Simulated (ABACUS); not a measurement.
Here is an ABACUS 3.10.1 calculation.

File INPUT:

```
INPUT_PARAMETERS
suffix              MoSe2
calculation         scf
basis_type          pw
pseudo_dir          ./
latname             hexagonal
symmetry            1
dft_functional      pbesol
ecutwfc             105
pseudo_rcut         7
nspin               1
nbands              81
ks_solver           dav
smearing_method     fd
smearing_sigma      0.00367493
scf_thr             1e-08
scf_nmax            100
mixing_type         broyden
mixing_beta         0.7
cal_force           1
cal_stress          1
out_chg             1
out_pot             2
out_elf             1
```

File STRU:

```
ATOMIC_SPECIES
Mo 95.9500 Mo.upf
Se 78.9710 Se.upf

LATTICE_CONSTANT
6.2134194978

LATTICE_PARAMETERS
3.9233576642

ATOMIC_POSITIONS
Direct

Mo
0.0
2
0.6666666667 0.3333333333 0.7500000000 1 1 1
0.3333333333 0.6666666667 0.2500000000 1 1 1

Se
0.0
4
0.6666666667 0.3333333333 0.3750000000 1 1 1
0.3333333333 0.6666666667 0.8750000000 1 1 1
0.6666666667 0.3333333333 0.1250000000 1 1 1
0.3333333333 0.6666666667 0.6250000000 1 1 1
```

Contents of KPT:

```
K_POINTS
0
Gamma
7 7 2 0 0 0
```

Potentials or basis: PseudoDojo NC SR 0.4 PBEsol stringent, plane waves.

Launch:

```console
$ OMP_NUM_THREADS=1 mpirun -np 4 abacus > log
```

Question: Predict the pressure.

Answer: 3.3 GPa.

Question: Estimate the band gap on the k mesh.

Answer: 1.01 eV, indirect (least direct gap 1.76 eV).

Stress tensor (GPa, compression positive):
```
1.42 0.00 0.00
0.00 1.42 0.00
0.00 0.00 7.07
```

Caveat: an odd mesh through Γ misses points on the zone boundary, where band edges often lie; this functional lacks dispersion, which binds the layers, so the pressure and a relaxed spacing across them are unreliable.
